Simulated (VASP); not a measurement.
# Sn, self-consistent run: which settings are enough?

Sn, Im-3m (no. 229), 1 atom in the cell. RPBE; PAW potentials Sn_d (PBE set). VASP 6.6.1.

Wanted: energy within 0.2 meV/atom; Fermi level within 0.005 eV.

What the run is for: comparing ways to start; Accuracy asked: tight.

POSCAR:
```
Sn
1.0
   -1.8946518192      1.8946518192      1.8946518192
    1.8946518192     -1.8946518192      1.8946518192
    1.8946518192      1.8946518192     -1.8946518192
Sn
1
Direct
    0.0000000000      0.0000000000      0.0000000000
```

## How the run starts (with a second run first, the time holds both)

| How the run starts (with a second run first, the time holds both) | Energy less reference (meV/atom) | Fermi level (eV) | Time (s) |
|---|---|---|---|
| from scratch: 10 SCF iterations | 0.00 | 8.2349 | 7.7 |
| orbitals of a nearby geometry (ISTART 1): 10 + 9 SCF iterations | 0.00 | 8.2350 | 25 |
| orbitals and density of a nearby geometry: 10 + 9 SCF iterations | 0.00 | 8.2349 | 25 |
| density of a nearby geometry (ICHARG 1): 10 + 11 SCF iterations | 0.00 | 8.2350 | 26 |
| orbitals in the old basis (ISTART 2), symmetry off: 10 + 8 SCF iterations | -0.20 | 8.2350 | 148 |

## Question

For each series: keep the first row unless others stay within half of the tolerance and take at least 30 % less time, and then take the fastest.

## Answer

- How the run starts (with a second run first, the time holds both): from scratch: 10 SCF iterations

The chosen settings are those of the reference run.

## The input

INCAR:
```
GGA = RP
ISMEAR = 1
SIGMA = 0.1
LWAVE = F
LCHARG = F
ISIF = 2
PREC = Accurate
LASPH = T
LREAL = F
ALGO = Normal
EDIFF = 1E-6
NELM = 120
GGA_COMPAT = F
ENCUT = 400
```

KPOINTS:
```
k-points
0
Gamma
  12 12 12
```

Commands:
```
cat potpaw_PBE.64/Sn_d/POTCAR > POTCAR
mpirun -np 1 vasp_std > vasp.out
```

The chosen input took VASP 6.6.1 7.7 s on 1 core (AMD EPYC 9R45 (Zen 5)), a shared host.

## An input that fails: restart asked without its files

VASP's message: ERROR: charge density could not be read from file CHGCAR for ICHARG>10.

Changes against the starting input:
```
- NELM = 120
+ NELM = 60
+ ICHARG = 11
```
